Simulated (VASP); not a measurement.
Here is a VASP 6.6.1 calculation.

File INCAR:

```
PREC = Accurate
ENCUT = 520
EDIFF = 1E-6
ISMEAR = 0
SIGMA = 0.02
LREAL = False
LASPH = True
NELM = 100
ALGO = Fast
ISIF = 2
LWAVE = False
LCHARG = True
GGA = PS
LELF = True
LVHAR = True
NBANDS = 16
```

KPOINTS

```
Automatic mesh
0
Gamma
  10 10 10
```

POSCAR

```
GaN
1.0
    0.0000000000      2.2535006075      2.2535006075
    2.2535006075      0.0000000000      2.2535006075
    2.2535006075      2.2535006075      0.0000000000
Ga N
1 1
Direct
    0.0000000000      0.0000000000      0.0000000000
    0.7605236271      0.7665586820      0.7793476735
```

Potentials or basis: VASP PAW PBE potentials, release 64 (Ga_d, N).

The run is started by

```console
$ cat potpaw_PBE.64/Ga_d/POTCAR potpaw_PBE.64/N/POTCAR > POTCAR
$ mpirun -np 1 vasp_std > vasp.out
```

Q: What does it give for the pressure?

A: 1.5 GPa.

Q: What does it give for the band gap on the k mesh?

A: 1.50 eV, direct.

Stress tensor (GPa, compression positive):
```
1.07 6.13 7.03
6.13 1.42 7.58
7.03 7.58 2.04
```

Caveat: the PAW data sets were made with another functional, which shifts forces and pressure a little.
